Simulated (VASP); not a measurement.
# BN (P6_3/mmc) in VASP: electric field gradients with PBEsol

Aim: the electric field gradients of BN with PBEsol.

All numbers are computed with VASP 6.6.1; they aren't measurements. Logs are shortened: lines on timing, memory, paths and dates and some standing lists are left out, and cuts for length are marked.

**1. The structure**

It takes space group P6_3/mmc (No. 194, hexagonal). The conventional cell has a = 2.498 Å, b = 2.498 Å, c = 6.636 Å, α = 90.00°, β = 90.00°, γ = 120.00°. B (site symmetry -6m2) has 3 N at 1.44 Å as nearest neighbours. Around N (site symmetry -6m2) lie 3 B at 1.44 Å.

**2. Electric field gradients, PBEsol**

The input, INCAR:

```
SYSTEM = BN
PREC = Accurate
ENCUT = 520
EDIFF = 1E-8
ISMEAR = -1
SIGMA = 0.02
LREAL = .FALSE.
LASPH = .TRUE.
NELM = 100
ALGO = Normal
ISIF = 2
LWAVE = .FALSE.
LCHARG = .FALSE.
GGA = PS
LEFG = .TRUE.
NBANDS = 16
```

The input, KPOINTS:

```
Automatic mesh
0
G
  13 13 4
  0 0 0
```

The input, POSCAR:

```
BN
1.0
    2.4982400000      0.0000000000      0.0000000000
   -1.2491200000      2.1635393048      0.0000000000
    0.0000000000      0.0000000000      6.6357000000
B N
2 2
Direct
    0.3333333333      0.6666666667      0.2500000000
    0.6666666667      0.3333333333      0.7500000000
    0.3333333333      0.6666666667      0.7500000000
    0.6666666667      0.3333333333      0.2500000000
```

Potentials or basis: VASP PAW PBE potentials, release 64 (B, N).

Launch:

```console
$ cat potpaw_PBE.64/B/POTCAR potpaw_PBE.64/N/POTCAR > POTCAR
$ mpirun -np 1 vasp_std > vasp.out
```

OUTCAR:

```text
SYSTEM = BN
   PREC = Accurate
   ENCUT = 520
   EDIFF = 1E-8
   ISMEAR = -1
   LREAL = .FALSE.
   LASPH = .TRUE.
   NELM = 100
   ISIF = 2
   GGA = PS

 ion  position               nearest neighbor table
   1  0.333  0.667  0.250-   4 1.44   4 1.44   4 1.44
   2  0.667  0.333  0.750-   3 1.44   3 1.44   3 1.44
   3  0.333  0.667  0.750-   2 1.44   2 1.44   2 1.44
   4  0.667  0.333  0.250-   1 1.44   1 1.44   1 1.44

  LATTYP: Found a hexagonal cell.
 ALAT       =     2.4982400000
 C/A-ratio  =     2.6561499296

  Lattice vectors:

 A1 = (   2.4982400000,   0.0000000000,   0.0000000000)
 A2 = (  -1.2491200000,   2.1635393048,   0.0000000000)
 A3 = (   0.0000000000,   0.0000000000,   6.6357000000)

Analysis of symmetry for initial positions (statically):
=====================================================================
 Subroutine PRICEL returns:
 Original cell was already a primitive cell.

 Routine SETGRP: Setting up the symmetry group for a
 hexagonal supercell.

 Subroutine GETGRP returns: Found 24 space group operations
 (whereof 12 operations were pure point group operations)
 out of a pool of 24 trial point group operations.

The static configuration has the point symmetry D_3d.
 The point group associated with its full space group is D_6h.

Analysis of symmetry for dynamics (positions and initial velocities):
=====================================================================
 Subroutine PRICEL returns:
 Original cell was already a primitive cell.

 Routine SETGRP: Setting up the symmetry group for a
 hexagonal supercell.

 Subroutine GETGRP returns: Found 24 space group operations
 (whereof 12 operations were pure point group operations)
 out of a pool of 24 trial point group operations.

The dynamic configuration has the point symmetry D_3d.
 The point group associated with its full space group is D_6h.

 Subroutine INISYM returns: Found 24 space group operations
 (whereof 12 operations are pure point group operations),
 and found     1 'primitive' translations

----------------------------------------------------------------------------------------

                                     Primitive cell

  volume of cell :      35.8662

  direct lattice vectors                    reciprocal lattice vectors
     2.498240000  0.000000000  0.000000000     0.400281798  0.231102804  0.000000000
    -1.249120000  2.163539305  0.000000000     0.000000000  0.462205608  0.000000000
     0.000000000  0.000000000  6.635700000     0.000000000  0.000000000  0.150700002

  length of vectors
     2.498240000  2.498240000  6.635700000     0.462205608  0.462205608  0.150700002

  position of ions in fractional coordinates (direct lattice)
     0.333333333  0.666666667  0.250000000
     0.666666667  0.333333333  0.750000000
     0.333333333  0.666666667  0.750000000
     0.666666667  0.333333333  0.250000000

  ion indices of the primitive-cell ions
   primitive index   ion index
                 1           1
                 2           2
                 3           3
                 4           4

----------------------------------------------------------------------------------------

 KPOINTS: Automatic mesh

Automatic generation of k-mesh.
 Grid dimensions read from file:
 generate k-points for:   13   13    4

 Generating k-lattice:

  Cartesian coordinates                     Fractional coordinates (reciprocal lattice)
     0.030790908  0.017777139  0.000000000     0.076923077  0.000000000  0.000000000
     0.000000000  0.035554278  0.000000000     0.000000000  0.076923077  0.000000000
[... 44 lines left out ...]
   dimension x,y,z NGXF=    40 NGYF=   40 NGZF=  100
   ions per type =               2   2
   NGX,Y,Z   is equivalent  to a cutoff of  13.31, 13.31, 12.53 a.u.
   NGXF,Y,Z  is equivalent  to a cutoff of  26.62, 26.62, 25.05 a.u.
 SYSTEM =  BN
   PREC   = accura    normal or accurate (medium, high low for compatibility)
   ISTART =      0    job   : 0-new  1-cont  2-samecut
   ICHARG =      2    charge: 1-file 2-atom 10-const
   ISPIN  =      1    spin polarized calculation?
   LNONCOLLINEAR =      F non collinear calculations
   LSORBIT =      F    spin-orbit coupling
   LASPH  =      T    aspherical Exc in radial PAW
   ENCUT  =  520.0 eV  38.22 Ry    6.18 a.u.   4.65  4.65 12.34*2*pi/ulx,y,z
   NELM   =    100;   NELMIN=  2; NELMDL= -5     # of ELM steps
   EDIFF  = 0.1E-07   stopping-criterion for ELM
   LREAL  =      F    real-space projection
   EDIFFG = 0.1E-06   stopping-criterion for IOM
   NSW    =      0    number of steps for IOM
   IBRION =     -1    ionic relax: 0-MD 1-quasi-New 2-CG
   NFREE  =      0    steps in history (QN), initial steepest desc. (CG)
   ISIF   =      2    stress and relaxation
   ISYM   =      2    0-nonsym 1-usesym 2-fastsym
   POTIM  = 0.5000    time-step for ionic-motion
   TEBEG  =    0.0;   TEEND  =   0.0 temperature during run
   PSTRESS=    0.0 pullay stress
   NELECT =      16.0000    total number of electrons
   NUPDOWN=      -1.0000    fix difference up-down
   EMIN   =  10.00;   EMAX   =-10.00  energy-range for DOS
   EFERMI =   0.00;   METHOD = LEGACY
   ISMEAR =    -1;   SIGMA  =   0.02  broadening in eV -4-tet -1-fermi 0-gaus
   EFERMI_NEDOS =   21; number of points for ismear=-14 and -15
   IALGO  =     38    algorithm
   IMIX   =      4    mixing-type and parameters
     AMIX     =   0.40;   BMIX     =  1.00
     AMIX_MAG =   1.60;   BMIX_MAG =  1.00
  volume/ion in A,a.u.               =       8.97        60.51
  Fermi-wavevector in a.u.,A,eV,Ry     =   1.250891  2.363842 21.289433  1.564729
  Thomas-Fermi vector in A             =   2.384864
   LORBIT       =      0    0 simple, 1 ext, 2 COOP (PROOUT), +10 PAW based schemes
   GGA     = PS    functional components
   LHFCALC =     F    Hartree Fock is set to
   AEXX    =    0.0000 exact exchange contribution
   IVDW    =     0    specifies the selected vdW correction
   LEPSILON=     F    determine dielectric tensor
   LRPA    =     F    only Hartree local field effects (RPA)
 non-spin polarized calculation
  energy-cutoff  :      520.00
  volume of cell :       35.87
 maximum number of plane-waves:       985
 NGX is ok and might be reduce to    20
   NGX =  9   NGY =  9   NGZ = 25

 number of electron      15.9999997 magnetization

 Free energy of the ion-electron system (eV)
  ---------------------------------------------------
  ext. energy  EPLUGINS =         0.00000000
  ---------------------------------------------------
  free energy    TOTEN  =       -36.56290287 eV

  energy without entropy =      -36.56290287  energy(sigma->0) =      -36.56290287

 E-fermi :   2.7248     XC(G=0): -10.3220

 val. band max:        2.2699748830   @ k =   0.3077   0.3077   0.0000
 cond. band min:       6.4660011885   @ k =   0.4615   0.0769   0.0000
 fundamental gap:      4.1960263055
 Fermi energy:         2.7247861116

 k-point     1 :       0.0000    0.0000    0.0000
  band No.  band energies     occupation
      1     -15.5778      2.00000
      2     -15.2728      2.00000
      3      -4.1062      2.00000
      4      -1.9233      2.00000
      5       0.9265      2.00000
      6       0.9265      2.00000
[... 433 lines left out ...]
      3      -3.2122      2.00000
      4      -1.7459      2.00000
      5      -0.7935      2.00000
      6      -0.7580      2.00000
[... 8 lines left out ...]
     15      15.7296      0.00000
     16      15.8133      0.00000

 [... further k-points ...]

------------------------ aborting loop because EDIFF is reached ----------------------------------------

  FORCE on cell =-STRESS in cart. coord.  units (eV):
  Direction    XX          YY          ZZ          XY          YZ          ZX
  --------------------------------------------------------------------------------------
  -------------------------------------------------------------------------------------
  Total        0.7363572      0.7363572      0.1771099     -0.0000000      0.0000000      0.0000000
  in kB       32.8937523     32.8937523      7.9116640     -0.0000000      0.0000000      0.0000000
  external PRESSURE =      24.5663895 kB  Pullay stress =       0.0000000 kB

 VOLUME and BASIS-vectors are now :
 -----------------------------------------------------------------------------
  energy-cutoff  :      520.00
  volume of cell :       35.87
      direct lattice vectors                 reciprocal lattice vectors
     2.498240000  0.000000000  0.000000000     0.400281798  0.231102804  0.000000000
    -1.249120000  2.163539305  0.000000000     0.000000000  0.462205608  0.000000000
     0.000000000  0.000000000  6.635700000     0.000000000  0.000000000  0.150700002

 POSITION                                       TOTAL-FORCE (eV/Angst)
 -----------------------------------------------------------------------------------
     -0.00000      1.44236      1.65892        -0.000000      0.000000      0.000000
      1.24912      0.72118      4.97677         0.000000      0.000000      0.000000
     -0.00000      1.44236      4.97677         0.000000     -0.000000      0.000000
      1.24912      0.72118      1.65892         0.000000      0.000000      0.000000
 -----------------------------------------------------------------------------------
    total drift:                                0.000000     -0.000000      0.000000

  FREE ENERGIE OF THE ION-ELECTRON SYSTEM (eV)
  ---------------------------------------------------
  free  energy   TOTEN  =       -36.5629028747 eV

  energy  without entropy=      -36.5629028747  energy(sigma->0) =      -36.56290287

 Electric field gradients (V/A^2)
---------------------------------------------------------------------
 ion       V_xx      V_yy      V_zz      V_xy      V_xz      V_yz
---------------------------------------------------------------------
   1     -17.417   -17.417    34.834     0.000    -0.000     0.000
   2     -17.417   -17.417    34.834     0.000     0.000    -0.000
   3      -2.425    -2.425     4.850    -0.001     0.000    -0.000
   4      -2.425    -2.425     4.850    -0.001    -0.000     0.000
---------------------------------------------------------------------

 Electric field gradients after diagonalization (V/A^2)
 (convention: |V_zz| > |V_xx| > |V_yy|)
----------------------------------------------------------------------
 ion       V_xx      V_yy      V_zz     asymmetry (V_yy - V_xx)/ V_zz
----------------------------------------------------------------------
   1     -17.417   -17.417    34.834       0.000
   2     -17.417   -17.417    34.834       0.000
   3      -2.426    -2.425     4.850       0.000
   4      -2.426    -2.425     4.850       0.000
----------------------------------------------------------------------

           NMR quadrupolar parameters

 Cq : quadrupolar parameter    Cq=e*Q*V_zz/h
 eta: asymmetry parameters     (V_yy - V_xx)/ V_zz
 Q  : nuclear electric quadrupole moment in mb (millibarn)
----------------------------------------------------------------------
 ion       Cq(MHz)       eta       Q (mb)
----------------------------------------------------------------------
   1       0.084       0.000       1.000
   2       0.084       0.000       1.000
   3       0.012       0.000       1.000
   4       0.012       0.000       1.000
----------------------------------------------------------------------
```

Run time: 22 s. Hardware: 1 thread of Intel Xeon Platinum 8488C (Sapphire Rapids), shared host; peak memory 0.16 GiB.

Results:

```
Free energy            : -36.5629 eV
Pressure               : 2.5 GPa
Band gap on the k mesh : 4.20 eV, indirect (least direct gap 4.61 eV)
```

Electric field gradients, principal values (V/Å²):
```
atom      Vxx      Vyy     Vzz
 1 B  -17.417  -17.417  34.834
 2 B  -17.417  -17.417  34.834
 3 N   -2.425   -2.426   4.850
 4 N   -2.425   -2.426   4.850
```

Caveat: the PAW data sets were made with another functional, which shifts forces and pressure a little; an odd mesh through Γ misses points on the zone boundary, where band edges often lie; this functional lacks dispersion, which binds the layers, so the pressure and a relaxed spacing across them are unreliable. Expect the measured gap to be larger: semilocal functionals such as PBEsol lack the derivative discontinuity.
